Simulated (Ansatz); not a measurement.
Where the states of SnSe lie

Space group F-43m (No. 216). a = 6.778 Å, b = 6.778 Å, c = 6.778 Å, α = 90.00°, β = 90.00°, γ = 90.00°
```tsv
atom	site	symmetry	x	y	z
Sn	4a	-43m	0.0000	0.0000	0.0000
Se	4d	-43m	0.2500	0.2500	0.7500
```

The runs use the primitive cell with vectors (0.000, 3.389, 3.389), (3.389, 0.000, 3.389), (3.389, 3.389, 0.000) Å, to which the k mesh refers.

The cell was built from the zincblende type and relaxed in the same program, and has space group F-43m; it needn't be a known or the stable phase.

No spin–orbit coupling, which matters for the heavy atoms here.

Method: DFT, PBE, all-electron LAPW, scalar-relativistic (Ansatz 0.2.0).

Numerical set-up: a Γ-centred 12×12×12 k mesh, Fermi–Dirac smearing of 0.05 eV, basis error target 1 meV/atom, no spin polarisation.

States per eV and cell, averaged over 0.6 eV, from -13.0 to 4.2 eV, with energies (bin centres) from the valence-band top; empty bins are left out. The partial columns, the largest 3 alone, are projections on Löwdin-orthogonalised atomic shells (those that the program's projection atoms carry: the occupied ones and, for some elements, an empty d or f shell; other empty shells have no column), summed over atoms of an element. Weights on diffuse s and p shells depend on that basis and aren't pure angular character.

| E (eV) | total | Se 4p | Sn 5p | Sn 5s |
| --- | --- | --- | --- | --- |
| -12.8 | 3.26 | 0.01 | 0.34 | 0.14 |
| -7.4 | 1.92 | 0.46 | 0.02 | 1.40 |
| -6.8 | 1.04 | 0.23 | 0.02 | 0.73 |
| -6.2 | 0.31 | 0.05 | 0.00 | 0.22 |
| -5.6 | 0.07 | 0.01 | 0.00 | 0.05 |
| -3.8 | 1.73 | 1.09 | 0.61 | 0.01 |
| -3.2 | 3.34 | 2.29 | 1.00 | 0.02 |
| -2.6 | 1.60 | 1.24 | 0.34 | 0.00 |
| -2.0 | 0.38 | 0.23 | 0.08 | 0.05 |
| -1.4 | 0.92 | 0.55 | 0.18 | 0.15 |
| -0.8 | 1.53 | 0.96 | 0.21 | 0.30 |
| -0.2 | 0.51 | 0.33 | 0.05 | 0.11 |
| 0.4 | 0.45 | 0.03 | 0.36 | 0.01 |
| 1.0 | 0.96 | 0.12 | 0.72 | 0.02 |
| 1.6 | 1.80 | 0.29 | 1.30 | 0.04 |
| 2.2 | 2.16 | 0.50 | 1.48 | 0.01 |
| 2.8 | 2.61 | 0.73 | 1.57 | 0.03 |
| 3.4 | 1.42 | 0.39 | 0.88 | 0.00 |
| 4.0 | 0.58 | 0.17 | 0.35 | 0.00 |

Q: Which of the resolved shells contributes most in the top eV of the valence band?

A: Se 4p, with 63 % of all states there; Sn 5s follows with 20 %.
